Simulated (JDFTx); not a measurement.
# BeTe (F-43m) in JDFTx: notebook

One crystal, BeTe, is run at these levels: LDA, PBEsol; tasks: single point.

Program: JDFTx 1.7.0 (patched build). These are calculated values, not measurements. Logs are shortened: lines on timing, memory, paths and dates and some standing lists are left out, and cuts for length are marked. The log counts tension as positive stress, the text compression.

**1. The crystal as given**

It takes space group F-43m (No. 216, cubic). The conventional cell has a = 5.540 Å, b = 5.540 Å, c = 5.540 Å, α = 90.00°, β = 90.00°, γ = 90.00°. Te (site symmetry -43m) has 4 Be at 2.40 Å as nearest neighbours. Be (site symmetry -43m) is surrounded by 4 Te at 2.40 Å.

**2. Single point, LDA**

Contents of BeTe.in:

```
lattice \
    0.0000000000     5.2345413652     5.2345413652 \
    5.2345413652     0.0000000000     5.2345413652 \
    5.2345413652     5.2345413652     0.0000000000
coords-type Cartesian
ion Te     7.8518120478     7.8518120478     7.8518120478 1
ion Be     0.0000000000     0.0000000000     0.0000000000 1

ion-species pseudo/Te.upf
ion-species pseudo/Be.upf
elec-cutoff 44 352
elec-ex-corr lda-PW
kpoint-folding 8 8 8
elec-smearing Gauss 0.00036749322
elec-n-bands 16
electronic-SCF nIterations 100 energyDiffThreshold 1e-09
electronic-minimize nIterations 30 energyDiffThreshold 1e-7
converge-empty-states yes
forces-output-coords Cartesian

dump-name run.$VAR
dump End Ecomponents EigStats BandEigs Kpoints Forces Stress
```

Potentials or basis: PseudoDojo-SR-LDA-0.4.1-standard with smoothed tails.

The run is started by

```bash
$ jdftx -c 1 -i BeTe.in -o BeTe.out
```

Log:

```text
*************** JDFTx 1.7.0 (patched build) ***************

Input parsed successfully to the following command list (including defaults):
[... the input with its defaults ...]

---------- Setting up symmetries ----------

Found 48 point-group symmetries of the bravais lattice
Found 24 space-group symmetries with basis
Applied RMS atom displacement 0 bohrs to make symmetries exact.

---------- Initializing the Grid ----------
R =
[            0      5.23454      5.23454  ]
[      5.23454            0      5.23454  ]
[      5.23454      5.23454            0  ]
unit cell volume = 286.857
G =
[  -0.600166   0.600166   0.600166  ]
[   0.600166  -0.600166   0.600166  ]
[   0.600166   0.600166  -0.600166  ]
Minimum fftbox size, Smin = [  64  64  64  ]
Chosen fftbox size, S = [  64  64  64  ]

---------- Initializing tighter grid for wavefunction operations ----------
R =
[            0      5.23454      5.23454  ]
[      5.23454            0      5.23454  ]
[      5.23454      5.23454            0  ]
unit cell volume = 286.857
G =
[  -0.600166   0.600166   0.600166  ]
[   0.600166  -0.600166   0.600166  ]
[   0.600166   0.600166  -0.600166  ]
Minimum fftbox size, Smin = [  48  48  48  ]
Chosen fftbox size, S = [  48  48  48  ]

---------- Exchange Correlation functional ----------
Initalized Slater LDA exchange.
Initalized Perdew-Wang LDA correlation.

---------- Setting up pseudopotentials ----------
Width of ionic core gaussian charges (only for fluid interactions / plotting) set to 0

Reading pseudopotential file 'pseudo/Te.upf':
  'Te' pseudopotential, 'SLA  PW   NOGX NOGC' functional
  Generated using ONCVPSP code by D. R. Hamann
  16 valence electrons, 3 orbitals, 6 projectors, 1001 radial grid points, with lMax = 2
    4D    l: 2   occupation: 10.0   eigenvalue: -1.532468
    5S    l: 0   occupation:  2.0   eigenvalue: -0.564382
    5P    l: 1   occupation:  4.0   eigenvalue: -0.224579
  Core radius for overlap checks: 2.04 bohrs.

Reading pseudopotential file 'pseudo/Be.upf':
  'Be' pseudopotential, 'SLA  PW   NOGX NOGC' functional
  Generated using ONCVPSP code by D. R. Hamann
  4 valence electrons, 2 orbitals, 4 projectors, 1001 radial grid points, with lMax = 1
    1S    l: 0   occupation:  2.0   eigenvalue: -3.856717
    2S    l: 0   occupation:  2.0   eigenvalue: -0.205803
  Core radius for overlap checks: 1.30 bohrs.

Initialized 2 species with 2 total atoms.

Folded 1 k-points by 8x8x8 to 512 k-points.

---------- Setting up k-points, bands, fillings ----------
Adding inversion symmetry to k-mesh for non-inversion-symmetric unit cell.
Reduced to 29 k-points under symmetry.
Computing the number of bands and number of electrons
Calculating initial fillings.
nElectrons:  20.000000   nBands: 16   nStates: 29

----- Setting up reduced wavefunction bases (one per k-point) -----
average nbasis = 3999.025 , ideal nbasis = 3998.885

---------- Setting up ewald sum ----------
Optimum gaussian width for ewald sums = 2.377438 bohr.
Real space sum over 1331 unit cells with max indices [  5  5  5  ]
Reciprocal space sum over 2197 terms with max indices [  6  6  6  ]

---------- Allocating electronic variables ----------
Initializing wave functions:  linear combination of atomic orbitals
Note: number of bands (16) exceeds available atomic orbitals (11)
Te pseudo-atom occupations:   s ( 2 )  p ( 4 )  d ( 10 )
Be pseudo-atom occupations:   s ( 2 2 )
	FillingsUpdate:  mu: +0.418066973  nElectrons: 20.000000
LCAOMinimize: Iter:   0  F: -107.1428505617363811  |grad|_K:  1.847e-03  alpha:  1.000e+00
	FillingsUpdate:  mu: +0.418453171  nElectrons: 20.000000
LCAOMinimize: Iter:   1  F: -107.1520509250664759  |grad|_K:  4.492e-05  alpha:  7.141e-01  linmin:  5.012e-02  cgtest: -2.262e-01
	FillingsUpdate:  mu: +0.418507852  nElectrons: 20.000000
LCAOMinimize: Iter:   2  F: -107.1520571544000546  |grad|_K:  1.081e-05  alpha:  8.823e-01  linmin: -5.981e-04  cgtest:  2.629e-01
LCAOMinimize: Encountered beta<0, resetting CG.
	FillingsUpdate:  mu: +0.418503837  nElectrons: 20.000000
LCAOMinimize: Iter:   3  F: -107.1520574602224087  |grad|_K:  3.982e-07  alpha:  7.057e-01  linmin: -1.873e-04  cgtest:  8.621e-04
	FillingsUpdate:  mu: +0.418503545  nElectrons: 20.000000
LCAOMinimize: Iter:   4  F: -107.1520574607756515  |grad|_K:  2.044e-08  alpha:  9.439e-01  linmin:  1.623e-02  cgtest: -7.470e-02
LCAOMinimize: Converged (|Delta F|<1.000000e-06 for 2 iters).

-------- Electronic minimization -----------
Will mix electronic density at each iteration.
	FillingsUpdate:  mu: +0.418503545  nElectrons: 20.000000
	FillingsUpdate:  mu: +0.353813853  nElectrons: 20.000000
SCF: Cycle:  0   F: -107.260117539468837   dF: -1.081e-01   |Residual|: 1.798e-01   |deigs|: 2.003e-01
	FillingsUpdate:  mu: +0.357602101  nElectrons: 20.000000
SCF: Cycle:  1   F: -107.313287327905115   dF: -5.317e-02   |Residual|: 6.365e-02   |deigs|: 3.956e-02
	FillingsUpdate:  mu: +0.360861032  nElectrons: 20.000000
SCF: Cycle:  2   F: -107.320312866234289   dF: -7.026e-03   |Residual|: 1.077e-02   |deigs|: 1.983e-02
	FillingsUpdate:  mu: +0.361239563  nElectrons: 20.000000
SCF: Cycle:  3   F: -107.320374960692774   dF: -6.209e-05   |Residual|: 2.557e-03   |deigs|: 3.718e-03
	FillingsUpdate:  mu: +0.361464507  nElectrons: 20.000000
SCF: Cycle:  4   F: -107.320380680187739   dF: -5.719e-06   |Residual|: 8.663e-04   |deigs|: 6.478e-04
	FillingsUpdate:  mu: +0.361547411  nElectrons: 20.000000
SCF: Cycle:  5   F: -107.320380881768955   dF: -2.016e-07   |Residual|: 1.571e-04   |deigs|: 1.160e-04
	FillingsUpdate:  mu: +0.361562012  nElectrons: 20.000000
SCF: Cycle:  6   F: -107.320380935063042   dF: -5.329e-08   |Residual|: 5.770e-05   |deigs|: 6.055e-05
	FillingsUpdate:  mu: +0.361562969  nElectrons: 20.000000
SCF: Cycle:  7   F: -107.320380943447120   dF: -8.384e-09   |Residual|: 1.655e-05   |deigs|: 2.882e-05
	FillingsUpdate:  mu: +0.361564864  nElectrons: 20.000000
SCF: Cycle:  8   F: -107.320380945959855   dF: -2.513e-09   |Residual|: 5.954e-06   |deigs|: 3.066e-05
	FillingsUpdate:  mu: +0.361564807  nElectrons: 20.000000
SCF: Cycle:  9   F: -107.320380946706365   dF: -7.465e-10   |Residual|: 3.277e-06   |deigs|: 3.307e-05
	FillingsUpdate:  mu: +0.361564921  nElectrons: 20.000000
SCF: Cycle: 10   F: -107.320380946929902   dF: -2.235e-10   |Residual|: 7.374e-07   |deigs|: 3.530e-05
SCF: Converged (|Delta E|<1.000000e-09 for 2 iters).

Setting wave functions to eigenvectors of Hamiltonian
Converging empty states (this may take a while): |deigs|: 6.393e-04

# Stress tensor in Cartesian coordinates [Eh/a0^3]:
[ -1.95561e-05            0            0  ]
[            0 -1.95561e-05            0  ]
[            0            0 -1.95561e-05  ]

# Ionic positions in cartesian coordinates:
ion Te   7.851812047800000   7.851812047800000   7.851812047800000 1
ion Be   0.000000000000000   0.000000000000000   0.000000000000000 1

# Forces in Cartesian coordinates:
force Te  -0.000000000000000   0.000000000000000   0.000000000000000 1
force Be   0.000000000000000  -0.000000000000000   0.000000000000000 1

# Energy components:
   Eewald =      -64.4626813580909044
       EH =       29.4469510356822788
     Eloc =      -85.1119856465917195
      Enl =      -37.1036153028621598
      Exc =      -26.5997212068904823
 Exc_core =       11.1682252724850297
       KE =       65.3424462593380611
-------------------------------------
     Etot =     -107.3203809469299017
       TS =        0.0000000000000000
-------------------------------------
        F =     -107.3203809469299017

IonicMinimize: Iter:   0  F: -107.320380946929902  |grad|_K:  5.400e-36
IonicMinimize: Converged (|grad|_K<1.000000e-04).

#--- Lowdin population analysis ---
# oxidation-state Te -0.890
# oxidation-state Be +1.290

Dumping 'run.eigStats' ...
	eMin: -3.326488 at state 0 ( [ +0.000000 +0.000000 +0.000000 ] spin 0 )
	HOMO: +0.300026 at state 0 ( [ +0.000000 +0.000000 +0.000000 ] spin 0 )
	mu  : +0.361565
	LUMO: +0.365327 at state 20 ( [ +0.000000 +0.500000 +0.500000 ] spin 0 )
	eMax: +0.794856 at state 20 ( [ +0.000000 +0.500000 +0.500000 ] spin 0 )
	HOMO-LUMO gap: +0.065300
	Optical gap  : +0.132378 at state 0 ( [ +0.000000 +0.000000 +0.000000 ] spin 0 )
Done!
[note: the Lowdin charges miss the electrons that lie outside the files' atomic orbitals]
[note: mu as printed may lie anywhere between the filled and the empty levels]
```

Wall time 1.7 min (1 thread of Arm Neoverse V1, shared host); peak memory 0.14 GiB.

What came out:

* Free energy: -2920.3363 eV
* Pressure: 0.6 GPa
* Band gap on the k mesh: 1.78 eV, indirect (least direct gap 3.60 eV)

Levels at points of the mesh, in eV from the valence-band top:
```tsv
k point	band 8	band 9	band 10	band 11	band 12	band 13
(0.00, 0.00, 0.00)	0.00	0.00	0.00	3.60	3.60	3.60
(0.00, 0.00, 0.50)	-5.83	-1.20	-1.20	3.21	4.59	4.59
(0.00, 0.50, 0.50)	-5.32	-2.82	-2.82	1.78	2.63	10.02
```

Caveat: spin-orbit coupling is left out, which moves the levels of the heavy elements. A k mesh can miss the band edges.

**3. Single point, LDA**

Contents of BeTe.in:

```
include BeTe.lattice
coords-type Lattice
include BeTe.ionpos

ion-species pseudo/Te.upf
ion-species pseudo/Be.upf
elec-cutoff 44 352
elec-ex-corr lda-PW
kpoint-folding 8 8 8
elec-smearing Fermi 0.0018374661
elec-n-bands 16
electronic-SCF nIterations 100 energyDiffThreshold 1e-09
electronic-minimize nIterations 30 energyDiffThreshold 1e-7
converge-empty-states yes
forces-output-coords Cartesian

dump-name run.$VAR
dump End Ecomponents EigStats BandEigs Kpoints Forces Stress ElecDensity
```

Contents of BeTe.lattice:

```
lattice \
    0.0000000000     5.2345413652     5.2345413652 \
    5.2345413652     0.0000000000     5.2345413652 \
    5.2345413652     5.2345413652     0.0000000000
```

Contents of BeTe.ionpos:

```
ion Te     0.7500000000     0.7500000000     0.7500000000 1
ion Be     0.0000000000     0.0000000000     0.0000000000 1
```

Potentials or basis: PseudoDojo-SR-LDA-0.4.1-standard with smoothed tails.

The run is started by

```bash
$ jdftx -c 1 -i BeTe.in -o BeTe.out
```

Log:

```text
*************** JDFTx 1.7.0 (patched build) ***************

Input parsed successfully to the following command list (including defaults):
[... the input with its defaults ...]

---------- Setting up symmetries ----------

Found 48 point-group symmetries of the bravais lattice
Found 24 space-group symmetries with basis
Applied RMS atom displacement 0 bohrs to make symmetries exact.

---------- Initializing the Grid ----------
R =
[            0      5.23454      5.23454  ]
[      5.23454            0      5.23454  ]
[      5.23454      5.23454            0  ]
unit cell volume = 286.857
G =
[  -0.600166   0.600166   0.600166  ]
[   0.600166  -0.600166   0.600166  ]
[   0.600166   0.600166  -0.600166  ]
Minimum fftbox size, Smin = [  64  64  64  ]
Chosen fftbox size, S = [  64  64  64  ]

---------- Initializing tighter grid for wavefunction operations ----------
R =
[            0      5.23454      5.23454  ]
[      5.23454            0      5.23454  ]
[      5.23454      5.23454            0  ]
unit cell volume = 286.857
G =
[  -0.600166   0.600166   0.600166  ]
[   0.600166  -0.600166   0.600166  ]
[   0.600166   0.600166  -0.600166  ]
Minimum fftbox size, Smin = [  48  48  48  ]
Chosen fftbox size, S = [  48  48  48  ]

---------- Exchange Correlation functional ----------
Initalized Slater LDA exchange.
Initalized Perdew-Wang LDA correlation.

---------- Setting up pseudopotentials ----------
Width of ionic core gaussian charges (only for fluid interactions / plotting) set to 0

Reading pseudopotential file 'pseudo/Te.upf':
  'Te' pseudopotential, 'SLA  PW   NOGX NOGC' functional
  Generated using ONCVPSP code by D. R. Hamann
  16 valence electrons, 3 orbitals, 6 projectors, 1001 radial grid points, with lMax = 2
    4D    l: 2   occupation: 10.0   eigenvalue: -1.532468
    5S    l: 0   occupation:  2.0   eigenvalue: -0.564382
    5P    l: 1   occupation:  4.0   eigenvalue: -0.224579
  Core radius for overlap checks: 2.04 bohrs.

Reading pseudopotential file 'pseudo/Be.upf':
  'Be' pseudopotential, 'SLA  PW   NOGX NOGC' functional
  Generated using ONCVPSP code by D. R. Hamann
[... 33 lines left out ...]
	FillingsUpdate:  mu: +0.380401347  nElectrons: 20.000000
LCAOMinimize: Iter:   2  F: -107.1520571544002820  |grad|_K:  1.081e-05  alpha:  8.823e-01  linmin: -6.333e-04  cgtest:  2.629e-01
LCAOMinimize: Encountered beta<0, resetting CG.
	FillingsUpdate:  mu: +0.380438990  nElectrons: 20.000000
LCAOMinimize: Iter:   3  F: -107.1520574602232756  |grad|_K:  3.982e-07  alpha:  7.057e-01  linmin: -2.205e-04  cgtest:  9.078e-04
	FillingsUpdate:  mu: +0.380438101  nElectrons: 20.000000
LCAOMinimize: Iter:   4  F: -107.1520574607768310  |grad|_K:  2.029e-08  alpha:  9.390e-01  linmin: -5.299e-03  cgtest:  2.615e-02
LCAOMinimize: Converged (|Delta F|<1.000000e-06 for 2 iters).

-------- Electronic minimization -----------
Will mix electronic density at each iteration.
	FillingsUpdate:  mu: +0.380438101  nElectrons: 20.000000
	FillingsUpdate:  mu: +0.331009998  nElectrons: 20.000000
SCF: Cycle:  0   F: -107.260117540089652   dF: -1.081e-01   |Residual|: 1.798e-01   |deigs|: 2.003e-01
	FillingsUpdate:  mu: +0.330341436  nElectrons: 20.000000
SCF: Cycle:  1   F: -107.313287328352658   dF: -5.317e-02   |Residual|: 6.365e-02   |deigs|: 3.956e-02
	FillingsUpdate:  mu: +0.330977083  nElectrons: 20.000000
SCF: Cycle:  2   F: -107.320312866288774   dF: -7.026e-03   |Residual|: 1.077e-02   |deigs|: 1.983e-02
	FillingsUpdate:  mu: +0.332298933  nElectrons: 20.000000
SCF: Cycle:  3   F: -107.320374960697023   dF: -6.209e-05   |Residual|: 2.557e-03   |deigs|: 3.718e-03
	FillingsUpdate:  mu: +0.332599535  nElectrons: 20.000000
SCF: Cycle:  4   F: -107.320380680188180   dF: -5.719e-06   |Residual|: 8.663e-04   |deigs|: 6.478e-04
	FillingsUpdate:  mu: +0.332664185  nElectrons: 20.000000
SCF: Cycle:  5   F: -107.320380881770419   dF: -2.016e-07   |Residual|: 1.571e-04   |deigs|: 1.160e-04
	FillingsUpdate:  mu: +0.332690474  nElectrons: 20.000000
SCF: Cycle:  6   F: -107.320380935064293   dF: -5.329e-08   |Residual|: 5.770e-05   |deigs|: 6.055e-05
	FillingsUpdate:  mu: +0.332690335  nElectrons: 20.000000
SCF: Cycle:  7   F: -107.320380943447475   dF: -8.383e-09   |Residual|: 1.655e-05   |deigs|: 2.882e-05
	FillingsUpdate:  mu: +0.332693349  nElectrons: 20.000000
SCF: Cycle:  8   F: -107.320380945960551   dF: -2.513e-09   |Residual|: 5.954e-06   |deigs|: 3.066e-05
	FillingsUpdate:  mu: +0.332692990  nElectrons: 20.000000
SCF: Cycle:  9   F: -107.320380946707317   dF: -7.468e-10   |Residual|: 3.277e-06   |deigs|: 3.307e-05
	FillingsUpdate:  mu: +0.332693204  nElectrons: 20.000000
SCF: Cycle: 10   F: -107.320380946931408   dF: -2.241e-10   |Residual|: 7.366e-07   |deigs|: 3.530e-05
SCF: Converged (|Delta E|<1.000000e-09 for 2 iters).

Setting wave functions to eigenvectors of Hamiltonian
Converging empty states (this may take a while): |deigs|: 6.393e-04

# Stress tensor in Cartesian coordinates [Eh/a0^3]:
[  -1.9556e-05            0            0  ]
[            0  -1.9556e-05            0  ]
[            0            0  -1.9556e-05  ]

# Ionic positions in lattice coordinates:
ion Te   0.750000000000000   0.750000000000000   0.750000000000000 1
ion Be   0.000000000000000   0.000000000000000   0.000000000000000 1

# Forces in Cartesian coordinates:
force Te  -0.000000000000000   0.000000000000000  -0.000000000000000 1
force Be  -0.000000000000000   0.000000000000000  -0.000000000000000 1

# Energy components:
   Eewald =      -64.4626813580909044
       EH =       29.4469510140445223
     Eloc =      -85.1119856155788881
      Enl =      -37.1036152982090499
      Exc =      -26.5997212033973156
 Exc_core =       11.1682252724850297
       KE =       65.3424462418314107
-------------------------------------
     Etot =     -107.3203809469151935
       TS =        0.0000000000162112
-------------------------------------
        F =     -107.3203809469314081

IonicMinimize: Iter:   0  F: -107.320380946931408  |grad|_K:        nan
IonicMinimize: None of the convergence criteria satisfied after 0 iterations.

#--- Lowdin population analysis ---
# oxidation-state Te -0.890
# oxidation-state Be +1.290

Dumping 'run.eigStats' ...
	eMin: -3.326488 at state 0 ( [ +0.000000 +0.000000 +0.000000 ] spin 0 )
	HOMO: +0.300026 at state 0 ( [ +0.000000 +0.000000 +0.000000 ] spin 0 )
	mu  : +0.332693
	LUMO: +0.365327 at state 20 ( [ +0.000000 +0.500000 +0.500000 ] spin 0 )
	eMax: +0.794856 at state 20 ( [ +0.000000 +0.500000 +0.500000 ] spin 0 )
	HOMO-LUMO gap: +0.065300
	Optical gap  : +0.132378 at state 0 ( [ +0.000000 +0.000000 +0.000000 ] spin 0 )
Done!
[note: the Lowdin charges miss the electrons that lie outside the files' atomic orbitals]
[note: mu as printed may lie anywhere between the filled and the empty levels]
```

Wall time 1.7 min (1 thread of Arm Neoverse V1, shared host); peak memory 0.14 GiB.

Results:

| Property | Result |
| --- | --- |
| Free energy | -2920.3363 eV |
| Pressure | 0.6 GPa |
| Band gap on the k mesh | 1.78 eV, indirect (least direct gap 3.60 eV) |

Caveat: spin-orbit coupling is left out, which moves the levels of the heavy elements.

(Continued in part 2 of 2.)
